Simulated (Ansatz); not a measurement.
**ZrC in the PbO-type structure**

The computed numbers are results of PBE, scalar-relativistic (no spin polarisation) in the plane-wave PAW code Ansatz at 420 eV, 8×8×12 k-mesh, Gaussian smearing of 0.05 eV. The datasets are Ansatz's generated set soft_2.

```
Zr C
1.0
     4.24257    0.00000    0.00000
     0.00000    4.24257    0.00000
     0.00000    0.00000    3.11236
Zr C
2 2
Cartesian
  2.1213 0.0000 0.7105
  0.0000 2.1213 2.4019
  0.0000 0.0000 0.0000
  2.1213 2.1213 0.0000
```

The start was a prototype's sites filled with these elements. The Crystallography Open Database lists the compound in space group Fm-3m (rock salt), so this is a trial structure.

**Question.** Which orbitals carry the states at the Fermi level, and how many states are there?

**Answer.** Within 0.1 eV of it: Zr 4d 51 %, C 2p 43 % (shares among the projected shells; no valence p shell of Zr is among them). The density of states at the Fermi level is about 0.65 states/eV per cell, averaged over 0.3 eV.

Density of states (tetrahedra, averaged over 0.5 eV; states/eV per cell of 4 atoms; energy in eV from the Fermi level; projections on Löwdin-orthogonalised atomic orbitals, summed over sites):

```
    E  total  Zr 4d  C 2p  Zr 5s  C 2s  Zr 4p
-5.60   0.02   0.01  0.01   0.00  0.00   0.00
-5.10   0.74   0.25  0.37   0.08  0.01   0.01
-4.60   1.60   0.58  0.79   0.13  0.04   0.02
-4.10   2.52   0.98  1.28   0.12  0.06   0.04
-3.60   3.32   1.36  1.66   0.14  0.05   0.07
-3.10   4.60   1.74  2.53   0.11  0.05   0.13
-2.60   4.82   2.00  2.61   0.04  0.04   0.09
-2.10   2.12   1.01  1.03   0.02  0.02   0.02
-1.60   1.31   0.63  0.62   0.02  0.02   0.01
-1.10   1.07   0.50  0.51   0.02  0.02   0.01
-0.60   1.27   0.59  0.59   0.04  0.02   0.01
-0.10   0.79   0.38  0.35   0.03  0.02   0.01
 0.40   1.20   0.65  0.47   0.04  0.02   0.01
 0.90   2.12   1.41  0.53   0.08  0.04   0.01
 1.40   2.66   1.97  0.42   0.13  0.05   0.01
 1.90   2.71   1.97  0.50   0.09  0.04   0.01
 2.40   3.59   2.39  0.87   0.12  0.06   0.02
 2.90   3.58   2.29  0.94   0.10  0.08   0.02
 3.40   3.31   2.26  0.71   0.07  0.15   0.01
 3.90   3.00   2.16  0.44   0.11  0.19   0.01
 4.40   2.73   2.01  0.36   0.13  0.12   0.01
 4.90   3.99   2.84  0.65   0.20  0.10   0.01
```
